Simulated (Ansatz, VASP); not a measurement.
**SnO2 in VASP and in Ansatz**

```
Sn O
1.0
     4.76948    0.00000    0.00000
     0.00000    4.76948    0.00000
     0.00000    0.00000    3.21166
Sn O
2 4
Direct
  0.00000 0.00000 0.00000
  0.50000 0.50000 0.50000
  0.30627 0.30627 0.00000
  0.19373 0.80627 0.50000
  0.69373 0.69373 0.00000
  0.80627 0.19373 0.50000
```

Alike in both runs: functional PBEsol; k mesh 6 × 6 × 10; occupations gaussian, width 0.02 eV; no spin polarisation.

Ansatz relaxed the structure, and its values are those at the end. VASP's run is a single point on that final structure, the one shown.

|  | VASP | Ansatz |
| --- | --- | --- |
| version | VASP 6.6.1 | Ansatz 0.2.0 |
| potentials or method | VASP PAW PBE potentials, release 64 (Sn_d, O) | scalar-relativistic, plane waves, PAW |
| plane-wave cutoff (eV) | 520 | 420 |
| valence electrons in the cell | 52 | 52 |

```csv
,VASP,Ansatz,Ansatz less VASP
gap on the k mesh at the Fermi level (eV),0.91,0.92,+0.005
least direct gap on the mesh (eV),0.91,0.92,+0.005
pressure (GPa),0.7,0.0,-0.65
rms of the force components (eV/Å),0.007,0.000,-0.0071
```

With one functional, cell and mesh, what is left measures potentials, basis and numerics.

Caveats: the PAW data sets were made with another functional, which shifts forces and pressure a little (VASP); spin-orbit coupling is left out, which moves the levels of the heavy elements. Expect the measured gap to be larger: semilocal functionals such as PBEsol lack the derivative discontinuity.
